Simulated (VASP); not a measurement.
# Ni (Im-3m) in VASP: further runs

The runs below take Ni through single point, with PBE.

All numbers are computed with VASP 6.6.1; they aren't measurements. Logs are shortened: lines on timing, memory, paths and dates and some standing lists are left out, and cuts for length are marked.

## Step 1: The structure

The structure is cubic, space group Im-3m (No. 229). The conventional cell has a = 2.767 Å, b = 2.767 Å, c = 2.767 Å, α = 90.00°, β = 90.00°, γ = 90.00°. Around Ni (site symmetry m-3m) lie 8 Ni at 2.40 Å.

This isn't the form of Ni at room conditions, which is fcc.

## Step 2: Single point, PBE, collinear spin, ferromagnetic start

The input, INCAR:

```
SYSTEM = Ni
ALGO = Normal
EDIFF = 1E-6
ENCUT = 520
GGA = PE
ISIF = 2
ISMEAR = 0
ISPIN = 2
LASPH = .True.
LCHARG = .False.
LMAXMIX = 4
LORBIT = 11
LREAL = .False.
LWAVE = .False.
MAGMOM = 1
NBANDS = 15
NELM = 100
PREC = Accurate
SIGMA = 0.02
```

The input, KPOINTS:

```
k-points
0
Gamma
  13 13 13
  0 0 0
```

The input, POSCAR:

```
Ni
1.0
   -1.3837154700      1.3837154700      1.3837154700
    1.3837154700     -1.3837154700      1.3837154700
    1.3837154700      1.3837154700     -1.3837154700
Ni
1
Cartesian
    0.0000000000      0.0000000000      0.0000000000
```

Potentials or basis: VASP PAW PBE potentials, release 54 (Ni).

Command:

```bash
cat potpaw_PBE.54/Ni/POTCAR > POTCAR
mpirun -np 1 vasp_std > vasp.out
```

OUTCAR:

```text
SYSTEM = Ni
   EDIFF = 1E-6
   ENCUT = 520
   GGA = PE
   ISIF = 2
   ISMEAR = 0
   ISPIN = 2
   LASPH = .True.
   LORBIT = 11
   LREAL = .False.
   NELM = 100
   PREC = Accurate

 ion  position               nearest neighbor table
   1  0.000  0.000  0.000-

  LATTYP: Found a body centered cubic cell.
 ALAT       =     2.7674309400

  Lattice vectors:

 A1 = (  -1.3837154700,   1.3837154700,   1.3837154700)
 A2 = (   1.3837154700,  -1.3837154700,   1.3837154700)
 A3 = (   1.3837154700,   1.3837154700,  -1.3837154700)

Analysis of symmetry for initial positions (statically):
=====================================================================
 Subroutine PRICEL returns:
 Original cell was already a primitive cell.

 Routine SETGRP: Setting up the symmetry group for a
 body centered cubic supercell.

 Subroutine GETGRP returns: Found 48 space group operations
 (whereof 48 operations were pure point group operations)
 out of a pool of 48 trial point group operations.

The static configuration has the point symmetry O_h .

Analysis of symmetry for dynamics (positions and initial velocities):
=====================================================================
 Subroutine PRICEL returns:
 Original cell was already a primitive cell.

 Routine SETGRP: Setting up the symmetry group for a
 body centered cubic supercell.

 Subroutine GETGRP returns: Found 48 space group operations
 (whereof 48 operations were pure point group operations)
 out of a pool of 48 trial point group operations.

The dynamic configuration has the point symmetry O_h .

Analysis of structural, dynamic, and magnetic symmetry:
=====================================================================
 Subroutine PRICEL returns:
 Original cell was already a primitive cell.

 Routine SETGRP: Setting up the symmetry group for a
 body centered cubic supercell.

 Subroutine GETGRP returns: Found 48 space group operations
 (whereof 48 operations were pure point group operations)
 out of a pool of 48 trial point group operations.

The overall configuration has the point symmetry O_h .

 Subroutine INISYM returns: Found 48 space group operations
 (whereof 48 operations are pure point group operations),
 and found     1 'primitive' translations

----------------------------------------------------------------------------------------

                                     Primitive cell

  volume of cell :      10.5974

  direct lattice vectors                    reciprocal lattice vectors
    -1.383715470  1.383715470  1.383715470     0.000000000  0.361345964  0.361345964
     1.383715470 -1.383715470  1.383715470     0.361345964  0.000000000  0.361345964
     1.383715470  1.383715470 -1.383715470     0.361345964  0.361345964  0.000000000

  length of vectors
     2.396665497  2.396665497  2.396665497     0.511020363  0.511020363  0.511020363

  position of ions in fractional coordinates (direct lattice)
     0.000000000  0.000000000  0.000000000

  ion indices of the primitive-cell ions
   primitive index   ion index
                 1           1

----------------------------------------------------------------------------------------

 KPOINTS: k-points

Automatic generation of k-mesh.
 Grid dimensions read from file:
 generate k-points for:   13   13   13

 Generating k-lattice:

  Cartesian coordinates                     Fractional coordinates (reciprocal lattice)
     0.000000000  0.027795843  0.027795843     0.076923077  0.000000000  0.000000000
     0.027795843  0.000000000  0.027795843     0.000000000  0.076923077  0.000000000
     0.027795843  0.027795843  0.000000000     0.000000000  0.000000000  0.076923077

  Length of vectors
     0.039309259  0.039309259  0.039309259

  Shift w.r.t. Gamma in fractional coordinates (k-lattice)
     0.000000000  0.000000000  0.000000000

 Subroutine IBZKPT returns following result:
 ===========================================

 Found     84 irreducible k-points:

 Following reciprocal coordinates:
            Coordinates               Weight
[... 118 lines left out ...]

 E-fermi :   9.6150     XC(G=0): -13.4067

 val. band max:        9.5992020407   @ k =  -0.3846  -0.3846   0.1538
 cond. band min:       9.6168702056   @ k =  -0.3077   0.3846   0.0769
 fundamental gap:      0.0176681649
 Fermi energy:         9.6149913891

 spin component 1

 k-point     1 :       0.0000    0.0000    0.0000
  band No.  band energies     occupation
      1       0.5476      1.00000
      2       7.2427      1.00000
      3       7.2427      1.00000
      4       7.2427      1.00000
      5       8.7155      1.00000
      6       8.7155      1.00000
      7      36.3497      0.00000
      8      36.3497      0.00000
      9      36.3497      0.00000
     10      41.4286      0.00000
     11      41.4286      0.00000
     12      42.6682      0.00000
     13      42.6682      0.00000
     14      42.6682      0.00000
[... 691 lines left out ...]
      4       8.4947      1.00000
      5       9.2086      1.00000
      6       9.4987      1.00000
      7      19.3416      0.00000
      8      29.2668      0.00000
      9      29.2958      0.00000
     10      35.9184      0.00000
     11      38.0652      0.00000
     12      41.7177      0.00000
     13      49.4028      0.00000
     14      53.7519      0.00000
     15      56.2670      0.00000

 [... further k-points ...]

 spin component 2

 k-point     1 :       0.0000    0.0000    0.0000
  band No.  band energies     occupation
      1       0.5512      1.00000
      2       7.9564      1.00000
      3       7.9564      1.00000
      4       7.9564      1.00000
      5       9.2232      1.00000
      6       9.2232      1.00000
      7      36.2671      0.00000
      8      36.2671      0.00000
      9      36.2671      0.00000
     10      41.3705      0.00000
     11      41.3705      0.00000
     12      42.8695      0.00000
     13      42.8695      0.00000
     14      42.8695      0.00000
[... 691 lines left out ...]
      4       9.0942      1.00000
      5       9.9137      0.00000
      6      10.0052      0.00000
      7      19.5824      0.00000
      8      29.2438      0.00000
      9      29.4438      0.00000
     10      36.0460      0.00000
     11      38.1448      0.00000
     12      41.7571      0.00000
     13      49.4885      0.00000
     14      54.0664      0.00000
     15      56.0175      0.00000

 [... further k-points ...]

------------------------ aborting loop because EDIFF is reached ----------------------------------------

 total charge

# of ion       s       p       d       tot
------------------------------------------
    1        0.503   0.513   8.345   9.362

 magnetization (x)

# of ion       s       p       d       tot
------------------------------------------
    1       -0.003  -0.013   0.612   0.596

    CHARGE:  cpu time      0.0000: real time      0.0408
    FORLOC:  cpu time      0.0000: real time      0.0005
    FORNL :  cpu time      0.0000: real time      0.0879
    STRESS:  cpu time      0.0000: real time      0.1549
    FORCOR:  cpu time      0.0000: real time      0.0279
    FORHAR:  cpu time      0.0000: real time      0.0021
    MIXING:  cpu time      0.0000: real time      0.0012
    OFIELD:  cpu time      0.0000: real time      0.0000

  FORCE on cell =-STRESS in cart. coord.  units (eV):
  Direction    XX          YY          ZZ          XY          YZ          ZX
  --------------------------------------------------------------------------------------
  -------------------------------------------------------------------------------------
  Total        0.5007301      0.5007301      0.5007301     -0.0000000     -0.0000000      0.0000000
  in kB       75.7031369     75.7031369     75.7031369     -0.0000000     -0.0000000      0.0000000
  external PRESSURE =      75.7031369 kB  Pullay stress =       0.0000000 kB

 VOLUME and BASIS-vectors are now :
 -----------------------------------------------------------------------------
  energy-cutoff  :      520.00
  volume of cell :       10.60
      direct lattice vectors                 reciprocal lattice vectors
    -1.383715470  1.383715470  1.383715470     0.000000000  0.361345964  0.361345964
     1.383715470 -1.383715470  1.383715470     0.361345964  0.000000000  0.361345964
     1.383715470  1.383715470 -1.383715470     0.361345964  0.361345964  0.000000000

  length of vectors
     2.396665497  2.396665497  2.396665497     0.511020363  0.511020363  0.511020363

 FORCES acting on ions
    electron-ion (+dipol)            ewald-force                    non-local-force                 convergence-correction
 -----------------------------------------------------------------------------------------------
   -.151E-13 0.738E-14 0.596E-14   -.291E-14 0.317E-14 0.243E-14   -.414E-24 0.000E+00 0.414E-24   0.331E-13 0.185E-13 0.304E-13
 -----------------------------------------------------------------------------------------------
   -.151E-13 0.738E-14 0.596E-14   -.291E-14 0.317E-14 0.243E-14   -.414E-24 0.000E+00 0.414E-24   0.331E-13 0.185E-13 0.304E-13

 POSITION                                       TOTAL-FORCE (eV/Angst)
 -----------------------------------------------------------------------------------
      0.00000      0.00000      0.00000         0.000000      0.000000     -0.000000
 -----------------------------------------------------------------------------------
    total drift:                                0.000000      0.000000      0.000000

--------------------------------------------------------------------------------------------------------

  FREE ENERGIE OF THE ION-ELECTRON SYSTEM (eV)
  ---------------------------------------------------
  free  energy   TOTEN  =        -5.3660541254 eV

  energy  without entropy=       -5.3657295840  energy(sigma->0) =       -5.36589185

--------------------------------------------------------------------------------------------------------

    POTLOK:  cpu time      0.0000: real time      0.1342

--------------------------------------------------------------------------------------------------------

     LOOP+:  cpu time      0.0000: real time     14.8915
    4ORBIT:  cpu time      0.0000: real time      0.0000

 total charge

# of ion       s       p       d       tot
------------------------------------------
    1        0.503   0.513   8.345   9.362

 magnetization (x)

# of ion       s       p       d       tot
------------------------------------------
    1       -0.003  -0.013   0.612   0.596

 total amount of memory used by VASP MPI-rank0    53243. kBytes
=======================================================================

   base                                    :      30000. kBytes
   nonl-proj                               :       3887. kBytes
   fftplans                                :       1676. kBytes
   grid                                    :       3981. kBytes
   one-center                              :         31. kBytes
   wavefun                                 :      13668. kBytes

 General timing and accounting informations for this job:
 ========================================================
```

Wall time 16 s (1 thread of Intel Xeon Platinum 8488C (Sapphire Rapids), shared host); peak memory 0.14 GiB.

Results:

| Property | Result |
| --- | --- |
| Free energy | -5.3661 eV |
| Pressure | 7.6 GPa |
| Band gap on the k mesh | none (metal or under the smearing width) |
| Net moment | 0.59 μB per cell |
| Site moments | Ni +0.60 μB |
| Valence electrons inside the program's atomic spheres | Ni 9.36 |

## Step 3: Single point, PBE, collinear spin, ferromagnetic start

The input, run.py:

```python
from ase.calculators.vasp import Vasp
from ase.dft.bandgap import bandgap
from ase.io import read

atoms = read('Ni.cif')
atoms.set_initial_magnetic_moments([1.0])
calc = Vasp(
    directory='calc',
    xc='pbe',
    pp='PBE',
    setups='recommended',
    pp_version='54',
    prec='Accurate',
    encut=520,
    ediff=1e-06,
    ismear=0,
    sigma=0.02,
    lreal=False,
    lasph=True,
    nelm=120,
    algo='Fast',
    isif=2,
    lwave=False,
    lcharg=False,
    ispin=2,
    lorbit=11,
    lmaxmix=4,
    kpts=[13, 13, 13],
    gamma=True,
)
atoms.calc = calc

print('energy (eV):', atoms.get_potential_energy())
print('free energy (eV):', atoms.get_potential_energy(force_consistent=True))
print('forces (eV/A):')
print(atoms.get_forces())
print('stress (eV/A^3, Voigt):', atoms.get_stress())
print('Fermi level (eV):', calc.get_fermi_level())
print('moment (muB):', atoms.get_magnetic_moment())
print('site moments (muB):', atoms.get_magnetic_moments())
gap, top, bottom = bandgap(calc)
print('band gap (eV):', gap, 'from (spin, k, band)', top, 'to', bottom)
```

The input, Ni.cif:

```cif
data_Ni
_cell_length_a 2.39666550
_cell_length_b 2.39666550
_cell_length_c 2.39666550
_cell_angle_alpha 109.47122063
_cell_angle_beta 109.47122063
_cell_angle_gamma 109.47122063
_space_group_name_H-M_alt 'P1'
_space_group_name_Hall 'P 1'
_space_group_IT_number 1
loop_
_space_group_symop_operation_xyz
'x,y,z'
loop_
_atom_site_label
_atom_site_type_symbol
_atom_site_symmetry_multiplicity
_atom_site_Wyckoff_symbol
_atom_site_fract_x
_atom_site_fract_y
_atom_site_fract_z
_atom_site_occupancy
Ni1 Ni 1 a 0.0000000000 0.0000000000 0.0000000000 1
```

Potentials or basis: VASP PAW PBE potentials, release 54 (Ni).

Command:

```bash
python run.py
```

It took 15 s on 1 thread of Intel Xeon Platinum 8488C (Sapphire Rapids), shared host; peak memory 0.12 GiB.

It converged, with:

```yaml
Free_energy: -5.3661 eV
Pressure: 7.6 GPa
Band_gap_on_the_k_mesh: none (metal or under the smearing width)
Net_moment: 0.59 μB per cell
Site_moments: Ni +0.60 μB
Valence_electrons_inside_the_program's_atomic_spheres: Ni 9.36
```

Levels at points of the mesh, in eV from the Fermi level:
Spin up:
```csv
k point,band 3,band 4,band 5,band 6,band 7,band 8
"(0.00, 0.00, 0.00)",-2.37,-2.37,-0.90,-0.90,26.73,26.73
```
Spin down:
```csv
k point,band 1,band 2,band 3,band 4,band 5,band 6,band 7,band 8,band 9,band 10
"(0.00, 0.00, 0.00)",-9.06,-1.66,-1.66,-1.66,-0.39,-0.39,26.65,26.65,26.65,31.76
```

## Step 4: Single point, PBE, collinear spin, ferromagnetic start

The input, INCAR:

```
ALGO = Fast
EDIFF = 1E-6
ENCUT = 520
GGA = PE
ISIF = 2
ISMEAR = 0
ISPIN = 2
LASPH = True
LCHARG = False
LMAXMIX = 4
LORBIT = 11
LREAL = False
LWAVE = False
MAGMOM = 1
NBANDS = 18
NELM = 150
PREC = Accurate
SIGMA = 0.1
```

The input, KPOINTS:

```
k-points
0
Gamma
  13 13 13
```

Changes to POSCAR since step 2:

```diff
@@ -7,3 +7,3 @@
 1
-Cartesian
+Direct
     0.0000000000      0.0000000000      0.0000000000
```

Potentials or basis: VASP PAW PBE potentials, release 64 (Ni_pv).

Command:

```bash
cat potpaw_PBE.64/Ni_pv/POTCAR > POTCAR
mpirun -np 1 vasp_std > vasp.out
```

Wall time 28 s (1 thread of Intel Xeon Platinum 8488C (Sapphire Rapids), shared host); peak memory 0.13 GiB.

Results (log left out):

| Quantity | Value |
| --- | --- |
| Free energy | -5.3874 eV |
| Pressure | 5.4 GPa |
| Band gap on the k mesh | none (metal or under the smearing width) |
| Net moment | 0.59 μB per cell |
| Site moments | Ni +0.61 μB |
| Valence electrons inside the program's atomic spheres | Ni 14.55 |

Levels at points of the mesh, in eV from the Fermi level:
Spin up:
| k point | band 4 | band 5 | band 6 | band 7 | band 8 | band 9 | band 10 | band 11 | band 12 | band 13 |
| --- | --- | --- | --- | --- | --- | --- | --- | --- | --- | --- |
| (0.00, 0.00, 0.00) | -9.13 | -2.37 | -2.37 | -2.37 | -0.90 | -0.90 | 26.74 | 26.74 | 26.74 | 31.59 |
Spin down:
| k point | band 6 | band 7 | band 8 | band 9 | band 10 | band 11 |
| --- | --- | --- | --- | --- | --- | --- |
| (0.00, 0.00, 0.00) | -1.66 | -1.66 | -0.38 | -0.38 | 26.64 | 26.64 |
